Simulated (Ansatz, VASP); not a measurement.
Rb: VASP beside Ansatz

```
Rb
1.0
    -2.93232    2.93232    2.95611
     2.93232   -2.93232    2.95611
     2.93232    2.93232   -2.95611
Rb
1
Direct
  0.00000 0.00000 0.00000
```

Alike in both runs: task single point; functional LDA; k mesh 10 × 10 × 10; occupations gaussian, width 0.1 eV; no spin polarisation.

|  | VASP | Ansatz |
| --- | --- | --- |
| version | VASP 6.6.1 | Ansatz 0.2.0 |
| potentials or method | VASP PAW LDA potentials, release 64 (Rb_sv) | scalar-relativistic, plane waves, PAW |
| plane-wave cutoff (eV) | 520 | 420 |
| valence electrons in the cell | 9 | 9 |

|  | VASP | Ansatz | Ansatz less VASP |
| --- | --- | --- | --- |
| gap on the k mesh at the Fermi level (eV) | none | none | - |
| pressure (GPa) | -0.6 | -0.6 | 0.00 |

A gap of «none» marks a metal or a gap that the smearing closes.
